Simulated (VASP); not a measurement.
InP:

```xyz
2
Lattice="0.0000 2.9305 2.9305 2.9305 0.0000 2.9305 2.9305 2.9305 0.0000" Properties=species:S:1:pos:R:3 pbc="T T T"
In    0.0000    0.0000    0.0000
P     1.4652    1.4652    1.4652
```

Program: VASP 6.6.1. Alike in all runs: task single point; no spin polarisation; cell as given; smearing fermi-dirac 0.02 eV. Hardware: 4 MPI ranks on Intel(R) Xeon(R) Platinum 8375C CPU @ 2.90GHz (Ice Lake), with other jobs on the host.

**Question.** Order these runs on this cell by their wall time, lowest first.
A. level HSE06; potentials or basis VASP PAW PBE potentials, release 64 (In_d, P); k mesh 5 × 5 × 5; cutoff (eV) 520; grid for exact exchange (PRECFOCK) Fast; screening parameter 0.2 1/A; mesh quality not flagged
B. level LDA; potentials or basis VASP PAW LDA potentials, release 64 (In_d, P); k mesh 7 × 7 × 7; cutoff (eV) 520; mesh quality not flagged
C. level r2SCAN; potentials or basis VASP PAW PBE potentials, release 64 (In_d, P); k mesh 7 × 7 × 7; cutoff (eV) 520; mesh quality not flagged
D. level LDA; potentials or basis VASP PAW LDA potentials, release 64 (In_d, P); k mesh 4 × 4 × 4; cutoff (eV) 300; mesh quality coarse

**Answer.** D (2.9 s), B (9.8 s), C (53 s), A (270 s).

Caveats: some runs use coarse meshes.
